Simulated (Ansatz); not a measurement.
# Ta2N monolayer: from the cell to its phonons

Task: relax Ta2N monolayer, then find its harmonic phonons.

Program: Ansatz 0.2.0. Level of theory: DFT PBE, scalar-relativistic, plane waves, PAW. Results are calculated unless marked as measured.

**1. The structure**

The cell holds 3 atoms: 1 N and 2 Ta. Cell: a = 3.100 Å, b = 3.100 Å, c = 20.000 Å, α = 90.0°, β = 90.0°, γ = 120.0°. Vacuum lies along c.

**2. Coarse relaxation**

A rough relaxation comes first, because large forces or stress need no tight tolerances yet.

The program solves this slab on a cell height of its own, 28.6 Å, in place of the one typed.

input.yaml

```yaml
crystal:
  lattice:
    - [3.1, 0.0, 0.0]
    - [-1.55, 2.68468, 0.0]
    - [0.0, 0.0, 20.0]
  atoms:
    - { symbol: "N", position: [0.0, 0.0, 0.5] }
    - { symbol: Ta, position: [0.333333, 0.666667, 0.56] }
    - { symbol: Ta, position: [0.666667, 0.333333, 0.44] }
  periodic: [true, true, false]
kpoints:
  mp_grid: { grid: [9, 9, 1] }
hamiltonian:
  xc: pbe
scf:
  occupations: { method: gaussian, width: 0.1 }
output:
  forces: true
  stress: true
  eigenvalues: true
relax:
  adjacent_minimum: "off"
  f_tol: 0.05
  max_steps: 80
  cell: { stress_2d_tol: 0.02 }
```

Launch:

```sh
ansatz run input.yaml --threads 4 --pin off --max-ram 14336MiB --backend cpu --events-out ev --progress --plain --runs-dir out
```

Numbers of over 12 decimals in the logs are rounded to 6 here.

Log:

```text
[...]
F+E_penalty+E_count = -20247.84953128 eV   max|allowed force component| = 5.605e-6 eV/Å   (the final SCF, on the basis selected at the relaxed cell)
  cell:  # Å, volume = 236.6346 Å³
    - [3.090942, 0, 0.0]
    - [-1.545471, 2.676834, 0.0]
    - [0.0, 0.0, 28.6]
  atoms:
    - { symbol: N, position: [0, 0, 0.349650] }
    - { symbol: Ta, position: [0.333333, 0.666667, 0.390588] }
    - { symbol: Ta, position: [0.666667, 0.333333, 0.308713] }
[key lines of the parts left out:]
SCF converged after 6 iterations
Free energy (F): -20247.849531 eV
Fermi energy:    -4.765559 eV
P = ½ c Tr σ = -0.0127 N/m
```

Wall time 8 s (4 threads of Arm Neoverse V1, shared host); peak memory 0.54 GiB; 29 s of CPU time.

The steps of the relaxation:

```
step  energy less that of the first step (eV)  largest force component (eV/Å)  volume (Å³)
   1                                   0.0000                          0.7027       238.02
   2                                  -0.0199                          0.3865       236.66
   3                                  -0.0259                          0.0431       236.27
   4                                  -0.0259                          0.0036       236.70
   5                                  -0.0260                          0.0000       236.63
  6*                                  -0.0255                          0.0000       236.63
```

Relaxation steps marked * repeat the geometry before them on a plane-wave basis chosen anew for their cell, so energy and pressure can jump there.

Forces are held to the 12 operations that the run works with; a distortion that breaks them can't arise in this run.

```
cell as run  before  after  change
      a (Å)   3.100  3.091  -0.3 %
      b (Å)   3.100  3.091  -0.3 %
```

The atoms that moved most (Å, along periodic axes as changes of fractional coordinates times the final cell, across vacuum about the mean position):

```
atom     dx     dy      dz  length
 Ta3  0.000  0.000   0.029   0.029
 Ta2  0.000  0.000  -0.029   0.029
```

Final coordinates:

```xyz
3
Lattice="3.0909 0.0000 0.0000 -1.5455 2.6768 0.0000 0.0000 0.0000 28.6000" Properties=species:S:1:pos:R:3
N     0.0000    0.0000   10.0000
Ta    0.0000    1.7846   11.1708
Ta    1.5455    0.8923    8.8292
```

Numbers from this step:

| Item | Value |
| --- | --- |
| gap on the k-mesh | 0 eV |
| area per atom | 2.758 Å² |

**3. Relaxation**

The cell and atoms are relaxed, since residual forces and stress would shift the frequencies.

input.yaml

```yaml
crystal:
  lattice:
    - [3.0909417586, 0.0, 0.0]
    - [-1.5454708793, 2.6768340845, 0.0]
    - [0.0, 0.0, 28.6]
  atoms:
    - { symbol: "N", position: [0.0, 0.0, 0.3496503497] }
    - { symbol: Ta, position: [0.3333333333, 0.6666666667, 0.3905878151] }
    - { symbol: Ta, position: [0.6666666667, 0.3333333333, 0.3087128842] }
  periodic: [true, true, false]
kpoints:
  mp_grid: { grid: [15, 15, 1] }
hamiltonian:
  xc: pbe
scf:
  occupations: { method: gaussian, width: 0.1 }
output:
  forces: true
  stress: true
  eigenvalues: true
  write_density: true
  write_potential: true
  elf: true
  volumetric_format: npy
relax:
  adjacent_minimum: "off"
  f_tol: 0.005
  max_steps: 80
  cell: { stress_2d_tol: 0.02 }
```

Log:

```text
[...]
Crystal: 3 atoms, lattice volume = 236.635 Å³
Basis set: ecut = 420 eV, 4607 PW (Γ), exchange–correlation on 48×48×384 points (8 copies of the dense FFT grid, shifted against one another)
Bands: 20, of which v1, the nominal top of the filled ones, is band 16 counted from 1 (15 counted from 0)
Symmetry: 12 space group operations
[...]
k-points: 27 of 225
[...]
SCF iter   1: F=—  HF=-20247.853826 eV  |F-HF|=—  |Δ(HF+E_count)|=         —  Δρ=5.82e-3  dr2=6.61e-2  ethr=1.77e-3  ⟨swp⟩=11.6  Hψ=4317  notcnv=0
[...]
SCF iter   9: F=-20247.844324 eV  HF=-20247.844324 eV  |F-HF|=2.26e-10  |Δ(HF+E_count)|=   8.08e-9  Δρ=9.86e-8  dr2=2.07e-11  ethr=1.17e-12  ⟨swp⟩=11.3  Hψ=4463  notcnv=0
SCF 1 converged in 9 iterations: F = -20247.844324 eV  dr2 = 2.07e-11
[...]
relax step   1: F+E_penalty+E_count = -20247.84432381 eV  Δ(F+E_penalty+E_count) = +0.000e0 eV  max|allowed force component| = 1.033e-2 eV/Å  Δτ_max = 0.0000 Å  P = -0.035 N/m  Ω = 236.635 Å³  fix = [c, alpha, beta]  reactions: c +0.000 N/m  (9 SCF iters, dr2 threshold 1.00e-7 eV, accepted)
Crystal: 3 atoms, lattice volume = 236.421 Å³
[...]
SCF iter   5: F=-20247.844395 eV  HF=-20247.844395 eV  |F-HF|=1.12e-8  |Δ(HF+E_count)|=   3.12e-8  Δρ=7.74e-7  dr2=1.43e-9  ethr=2.15e-11  ⟨swp⟩=20.4  Hψ=6057  notcnv=0
SCF 2 converged in 5 iterations: F = -20247.844395 eV  dr2 = 1.43e-9
relax step   2: F+E_penalty+E_count = -20247.84439487 eV  Δ(F+E_penalty+E_count) = -7.106e-5 eV  max|allowed force component| = 6.555e-3 eV/Å  Δτ_max = 0.0015 Å  P = +0.030 N/m  Ω = 236.421 Å³  energy of the carried Pulay correction = +6.449e-5 eV  fix = [c, alpha, beta]  reactions: c +0.000 N/m  (5 SCF iters, dr2 threshold 6.67e-9 eV, accepted)
Crystal: 3 atoms, lattice volume = 236.514 Å³
[...]
SCF iter   5: F=-20247.844374 eV  HF=-20247.844374 eV  |F-HF|=3.27e-9  |Δ(HF+E_count)|=   1.05e-8  Δρ=3.41e-7  dr2=3.20e-10  ethr=8.66e-12  ⟨swp⟩=18.0  Hψ=5630  notcnv=0
SCF 3 converged in 5 iterations: F = -20247.844374 eV  dr2 = 3.20e-10
relax step   3: F+E_penalty+E_count = -20247.84437372 eV  Δ(F+E_penalty+E_count) = +2.115e-5 eV  max|allowed force component| = 1.359e-4 eV/Å  Δτ_max = 0.0006 Å  P = -0.001 N/m  Ω = 236.514 Å³  energy of the carried Pulay correction = +3.640e-5 eV  fix = [c, alpha, beta]  reactions: c -0.000 N/m  (5 SCF iters, dr2 threshold 2.69e-9 eV, accepted)
[...]
SCF iter   5: F=-20247.844328 eV  HF=-20247.844328 eV  |F-HF|=5.46e-11  |Δ(HF+E_count)|=  4.00e-11  Δρ=1.55e-8  dr2=6.61e-13  ethr=1.00e-12  ⟨swp⟩=16.7  Hψ=5006  notcnv=0
SCF 4 converged in 5 iterations: F = -20247.844328 eV  dr2 = 6.61e-13
relax step   4: F+E_penalty+E_count = -20247.84432762 eV  Δ(F+E_penalty+E_count) = +4.610e-5 eV  max|allowed force component| = 1.538e-4 eV/Å  Δτ_max = 0.0000 Å  P = -0.002 N/m  Ω = 236.514 Å³  fix = [c, alpha, beta]  reactions: c -0.000 N/m  stress off target by 1.80e-3 N/m on what of the cell is left free  SCF on the basis re-selected at this cell (its energy is not comparable with the rows above)  (5 SCF iters)
[...]
SCF converged after 5 iterations
Free energy (F): -20247.844328 eV
[...]
Internal energy: -20247.838357 eV  (E = F + TS)
E sigma→0 (E₀):  -20247.841342 eV
Entropy (-TS):   -0.005971 eV (-1.990 meV/atom)
Fermi energy:    -4.861254 eV
[...]
--- Forces (eV/Å), atoms counted from 1 ---
  atom   1  N      0.00000000     0.00000000     0.00000000
  atom   2  Ta     0.00000000    -0.00000000    -0.00015380
  atom   3  Ta    -0.00000000     0.00000000     0.00015380
  max |Σ_I F_I| component: 2.71e-20 eV/Å
--- 2D stress c σ (N/m, compression-positive) ---
       -0.001797       0.000000       0.000000
        0.000000      -0.001797      -0.000000
        0.000000      -0.000000      -0.000000
  P = ½ c Tr σ = -0.0018 N/m
--- Band table (eV; the first three rows and the last of 27) ---
  k-point 0: bands = [... 12 lower, -7.5638, -5.8502, -5.6607, -5.4607, -5.4607, -3.4781, -3.4098, -3.4098]
  k-point 1: bands = [... 12 lower, -7.3905, -6.0263, -5.6839, -5.5748, -5.3597, -3.8815, -3.4825, -2.8754]
  k-point 2: bands = [... 12 lower, -7.0376, -6.4671, -6.0930, -5.3420, -5.0740, -3.9430, -3.5034, -2.9656]
  k-point 26: bands = [... 12 lower, -6.2578, -6.2578, -6.2428, -4.5525, -3.3550, -3.3550, -1.6774, -1.6774]
--- Relaxed structure (3 steps of the walk, 3 accepted, 1 SCFs on fresh bases) ---
[...]
cell:  # Å, volume = 236.5143 Å³
    - [3.090156, 0, 0]
    - [-1.545078, 2.676153, 0]
    - [0, 0, 28.6]
  atoms:
    - { symbol: N, position: [0, 0, 0.349650] }
    - { symbol: Ta, position: [0.333333, 0.666667, 0.390618] }
    - { symbol: Ta, position: [0.666667, 0.333333, 0.308683] }
```

It took 11 s on 4 threads; peak memory 0.58 GiB.

Little changed from the start: no atom moved by 0.005 Å and no cell edge by 0.1 %.

Numbers from this step:

```
area per atom : 2.757 Å²
```

Valence density in the ac plane at fractional y = 0.333, with atoms of Ta within 0.2 Å of it. It is the smooth field of the valence electrons, not physical close to the nuclei.

Ten steps, logarithmic in the rise over the least value, from '_' (0.0 e/Å³) to '@' (4.1 e/Å³), each cell a mean:
```
________________________________
________________________________
________________________________
________________________________
________________________________
________________________________
________________________________
________________________________
________________________________
________________________________
________________________________
________________________________
________________________________
::::----::::::::::::::::::::::::
++********++++==================
++++++++++++++++++********++++++
++========++**%%@@@@@@@@@@@@%%##
--::::::::::----==++****++++==--
________________________________
________________________________
________________________________
________________________________
________________________________
________________________________
```
Columns run along a (3.1 Å), rows up along c (28.6 Å). Atoms in or near the plane, at fractional coordinates: Ta at (0.67, 0.31).

Electrostatic potential energy in the ac plane at fractional y = 0.333, with atoms of Ta within 0.2 Å of it. With pseudopotentials it is smooth inside the atoms' cores, unlike the true potential.

Ten even steps from '0' (-27 eV) to '9' (0 eV), each cell a mean:
```
9999999999999999
9999999999999999
9999999999999999
9999999999999999
9999999999999999
9999999999999999
9999999999999999
9999999999999999
9999999999999999
9999999999999999
9999999999999999
9999999999999999
9999999999999999
8877888999999998
4211135678888775
6666666554444456
4677651000000000
8899987654444567
9999999999999999
9999999999999999
9999999999999999
9999999999999999
9999999999999999
9999999999999999
```
Columns run along a (3.1 Å; values clipped at the 3rd and 97th percentile), rows up along c (28.6 Å). Atoms in or near the plane, at fractional coordinates: Ta at (0.67, 0.31).

ELF in the ac plane at fractional y = 0.333, with atoms of Ta within 0.2 Å of it. It is the smooth field of the valence electrons, not physical close to the nuclei.

Ten even steps from '_' (0.00) to '@' (0.78), each cell a mean:
```
________________________________
________________________________
________________________________
________________________________
________________________________
________________________________
________________________________
________________________________
________________________________
________________________________
________________________________
________________________________
............::::------==----::::
--::::::::--==**%%@@@@@@@@%%##++
::--------::::--==**######++--::
==++++**++==--------======------
::::====--::--##%%##++==**%%%%==
--++####**==::::::::------::::::
..::::::::::....______________..
________________________________
________________________________
________________________________
________________________________
________________________________
```
Columns run along a (3.1 Å), rows up along c (28.6 Å). Atoms in or near the plane, at fractional coordinates: Ta at (0.67, 0.31).

**4. Relaxing to small forces for the phonons**

Phonons need a cell at rest on their own settings, so the relaxation is repeated with tight tolerances on forces and stress on the k mesh and occupations of the first response run.

input.yaml

```yaml
crystal:
  lattice:
    - [3.0901557329, 0.0, 0.0]
    - [-1.5450778664, 2.6761533663, 0.0]
    - [0.0, 0.0, 28.6]
  atoms:
    - { symbol: "N", position: [0.0, 0.0, 0.3496503497] }
    - { symbol: Ta, position: [0.3333333333, 0.6666666667, 0.3906180817] }
    - { symbol: Ta, position: [0.6666666667, 0.3333333333, 0.3086826176] }
  periodic: [true, true, false]
kpoints:
  mp_grid: { grid: [18, 18, 1] }
hamiltonian:
  xc: pbe
scf:
  occupations: { method: methfessel_paxton, width: 0.2 }
output:
  forces: true
  stress: true
  eigenvalues: true
relax:
  adjacent_minimum: "off"
  f_tol: 0.001
  max_steps: 60
  cell: { stress_2d_tol: 0.002 }
```

Log:

```text
[...]
Crystal: 3 atoms, lattice volume = 236.514 Å³
Basis set: ecut = 420 eV, 4607 PW (Γ), exchange–correlation on 48×48×384 points (8 copies of the dense FFT grid, shifted against one another)
Bands: 20, of which v1, the nominal top of the filled ones, is band 16 counted from 1 (15 counted from 0)
Symmetry: 12 space group operations
[...]
k-points: 37 of 324
[...]
--- Relaxed structure (4 steps of the walk, 4 accepted, 1 SCFs on fresh bases) ---
[...]
cell:  # Å, volume = 236.8873 Å³
    - [3.092592, -2.8890217823323504e-11, 0]
    - [-1.546296, 2.678263, 0]
    - [0, 0, 28.6]
  atoms:
    - { symbol: N, position: [0, 0, 0.349650] }
    - { symbol: Ta, position: [0.333333, 0.666667, 0.390503] }
    - { symbol: Ta, position: [0.666667, 0.333333, 0.308798] }
[key lines of the parts left out:]
SCF converged after 7 iterations
Free energy (F): -20247.839004 eV
Fermi energy:    -4.803574 eV
P = ½ c Tr σ = 0.0006 N/m
```

The job ended after 16 s (4 threads; peak memory 0.61 GiB).

Little changed from the start: no atom moved by 0.005 Å and no cell edge by 0.1 %.

This step gave:

- area per atom: 2.761 Å²

The largest force component left is 0.28 meV/Å, within the tolerances set.

**5. Zone-centre response**

The zone centre comes first: it holds the modes that light can see, as far as symmetry allows. No field response is asked, since the mesh shows no gap.

input.yaml, the sections that differ from step 4:

```yaml
crystal:
  lattice:
    - [3.0925915406, 0.0, 0.0]
    - [-1.5462957703, 2.6782628377, 0.0]
    - [0.0, 0.0, 28.6]
  atoms:
    - { symbol: "N", position: [0.0, 0.0, 0.3496503497] }
    - { symbol: Ta, position: [0.3333333333, 0.6666666667, 0.3905031094] }
    - { symbol: Ta, position: [0.6666666667, 0.3333333333, 0.30879759] }
  periodic: [true, true, false]
output:
  eigenvalues: true
phonons:
  method: dfpt
# kpoints, hamiltonian, scf: as in step 4
# relax: removed
```

Log:

```text
Warning: crystal.symmetry: narrowed to the stabiliser of the run's FFT grids — unitary ops 12 → 6. A phonons.method: dfpt run fills in the rows of the dynamical matrix that it does not solve by its symmetry operations, which is exact only for operations that map its FFT grids onto themselves: filled in by any other, the frequencies could depend on the order in which like atoms are typed, or, by more than the grids' own error, on where the crystal sits among the grids' points. Excluded: 6 operations. The run can therefore solve more perturbations, solve them on more k-points, or both, and cost more. [rest of the remark cut]
[...]
Crystal: 3 atoms, lattice volume = 236.887 Å³
Basis set: ecut = 420 eV, 4607 PW (Γ), exchange–correlation on 48×48×384 points (8 copies of the dense FFT grid, shifted against one another)
Bands: 20, of which v1, the nominal top of the filled ones, is band 16 counted from 1 (15 counted from 0)
Symmetry: 12 space group operations
k-points: 91 of 324 (irreducible under 2 space group operations, time reversal used)
[...]
SCF iter   1: F=—  HF=-20247.847888 eV  |F-HF|=—  |Δ(HF+E_count)|=         —  Δρ=5.71e-3  dr2=6.37e-2  ethr=1.77e-3  ⟨swp⟩=11.2  Hψ=14502  notcnv=0
[...]
SCF iter  10: F=-20247.839004 eV  HF=-20247.839004 eV  |F-HF|=7.28e-12  |Δ(HF+E_count)|=  4.69e-10  S|Δr|=    0.00e0  Δρ=7.95e-9  dr2=3.50e-13  ethr=1.00e-12  ⟨swp⟩=16.7  Hψ=15787  notcnv=0
SCF 1 converged in 10 iterations: F = -20247.839004 eV  dr2 = 3.50e-13
[...]
DFPT response loops at Γ: preconditioner auto → none (partly filled bands, converged f_vac=0.746); β = 0.50; Broyden in place of MSR1
SCF converged after 10 iterations
[...]
Free energy (F): -20247.839004 eV
[...]
Internal energy: -20247.841914 eV  (E = F + TS)
E sigma→0 (E₀):  -20247.839732 eV
Entropy (-TS):   0.002910 eV (0.970 meV/atom)
Fermi energy:    -4.803575 eV
[...]
--- Band table (eV; the first three rows and the last of 91) ---
  k-point 0: bands = [... 12 lower, -7.5293, -5.8351, -5.6190, -5.4435, -5.4435, -3.4429, -3.3831, -3.3831]
  k-point 1: bands = [... 12 lower, -7.4051, -5.9622, -5.6049, -5.5505, -5.3737, -3.8205, -3.4377, -2.8672]
  k-point 2: bands = [... 12 lower, -7.1148, -6.2802, -5.9451, -5.4071, -5.1725, -3.9145, -3.4878, -2.9055]
  k-point 90: bands = [... 12 lower, -7.2729, -6.3824, -5.7340, -4.7458, -3.1328, -2.9908, -1.8957, -1.5248]
--- Phonons (Γ-DFPT): 6 representative perturbations + reference, on 91 of 324 k-points (Σ response iterations 32) ---
  ASR residual: 9.689e-6 → 0.000e0 eV/Å²; symmetrization residual: 5.918e-6 eV/Å²
  The last average, over the group as it would stand without the narrowing to the FFT grids, took up to 2.828e-6 eV/Å² of the zone centre's force constants
  ASR residual per site (eV/Å²): 9.69e-6 2.57e-6 7.93e-6
  Γ frequencies (cm⁻¹): 0.00 0.00 0.00 112.42 112.42 177.89 513.39 513.39 562.60
  non-analytic LO–TO correction: not included (Born effective charges unavailable; polar crystals: no LO–TO splitting at Γ)
```

The job ended after 94 s (4 threads; peak memory 1.6 GiB).

In the SCF lines HF is the Harris–Foulkes energy and dr2 the Hartree energy of the density residual, in eV; the loop may stop once dr2 is under the threshold and the program's other checks hold. Hψ counts applications of the Hamiltonian.

This step gave:

* sum-rule residual before enforcement: 9.69e-6 eV/Å²
* point group: -3m
* highest optical mode at the zone centre (no LO-TO term): 562.6 cm⁻¹
* lowest optical zone-centre mode: 112.4 cm⁻¹

Patterns of degenerate modes are one choice out of their space. Modes at Γ, with each element's share of the kinetic energy:

```
mode  frequency (cm⁻¹)  symmetry  N %  Ta %
   1               0.0  acoustic    4    96
   2               0.0  acoustic    4    96
   3               0.0  acoustic    4    96
   4             112.4        Eg    0   100
   5             112.4        Eg    0   100
   6             177.9       A1g    0   100
   7             513.4        Eu   96     4
   8             513.4        Eu   96     4
   9             562.6       A2u   96     4
```

Displacements in mode 4 (112.4 cm⁻¹), the largest set to 1:
```
N1   0.00  0.00  0.00
Ta2  0.00 -1.00  0.00
Ta3  0.00  1.00  0.00
```

Displacements in mode 9 (562.6 cm⁻¹), the largest set to 1:
```
N1   0.00  0.00  1.00
Ta2  0.00  0.00 -0.04
Ta3  0.00  0.00 -0.04
```

Before it was imposed, the acoustic sum rule was missed by 9.7e-6 eV/Å². Small misses are needed for a sound result but don't prove that mesh and cutoff are converged. The lowest optical mode is real, 112 cm⁻¹.

(Continued in part 2 of 2.)

[Logs are printed without paths, hosts, clocks, repeated set-up lines and the standing remarks that a program may print on its own settings, such as how far it seeks lower states.]

[Hosts, paths, dates, database ids (printed as entryN), source tags and the programs' standing remarks are cut or masked in the printed files.]
